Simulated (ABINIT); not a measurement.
HgTe (Coloradoite):

```
Hg Te
1.0
     0.00000    3.21450    3.21450
     3.21450    0.00000    3.21450
     3.21450    3.21450    0.00000
Hg Te
1 1
Cartesian
  0.0000 0.0000 0.0000
  4.8217 4.8217 4.8217
```

Base run:

```yaml
Program: ABINIT 10.8.3 (patched build)
Functional: LDA
Potentials_or_basis: JTH PAW LDA v2.0
Cutoff: 544 eV
k_mesh: 6 × 6 × 6
Occupations: fermi-dirac, width 0.05 eV
Spin: no spin polarisation
```

Its results: band gap on the k mesh none (metal or under the smearing width); pressure 0.4 GPa.

Q: After a change of settings the same cell gave: band gap on the k mesh none (metal or under the smearing width); pressure 1.8 GPa. Which change was it?
A. k mesh from 6 × 6 × 6 to 3 × 3 × 3
B. k mesh from 6 × 6 × 6 to 4 × 4 × 4
C. k mesh from 6 × 6 × 6 to 9 × 9 × 9

A: A.

Caveats: some runs use coarse meshes.

Runs at the PBE level aren't shown here.
